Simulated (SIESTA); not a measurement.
The system is Pb.

```
CELL_PARAMETERS angstrom
0.00000 2.47502 2.47502
2.47502 0.00000 2.47502
2.47502 2.47502 0.00000
ATOMIC_POSITIONS crystal
Pb 0.00000 0.00000 0.00000
```

Base run:

```yaml
Program: SIESTA 5.4.2
Functional: PBE
Potentials_or_basis: PseudoDojo 0.4 standard (PBE files)
Basis: DZP (energy shift 0.003 Ry; two zetas on semicore shells)
Grid_cutoff: 500 Ry
Energy_shift: 0.003 Ry
k_mesh: 9 × 9 × 9
Occupations: fermi-dirac, width 0.05 eV
Spin: no spin polarisation
```

Its results: band gap on the k mesh none (metal or under the smearing width); pressure 2.8 GPa.

After a change of settings the same cell gave: band gap on the k mesh none (metal or under the smearing width); pressure 3.8 GPa. Which change was it?
A. functional from PBE to LDA; potentials or basis from PseudoDojo 0.4 standard (PBE files) to PseudoDojo 0.4 standard (LDA files)
B. basis from DZP (energy shift 0.003 Ry; two zetas on semicore shells) to TZDP (energy shift 0.002 Ry); energy shift from 0.003 Ry to 0.002 Ry
C. basis from DZP (energy shift 0.003 Ry; two zetas on semicore shells) to DZP (energy shift 0.002 Ry); energy shift from 0.003 Ry to 0.002 Ry
D. basis from DZP (energy shift 0.003 Ry; two zetas on semicore shells) to SZ (energy shift 0.01 Ry); energy shift from 0.003 Ry to 0.01 Ry

D.

Caveats: the basis of atomic orbitals isn't converged, which shifts pressures, moduli and gaps; the basis has no polarisation orbitals (some runs).

Not every run made on this cell is shown here.
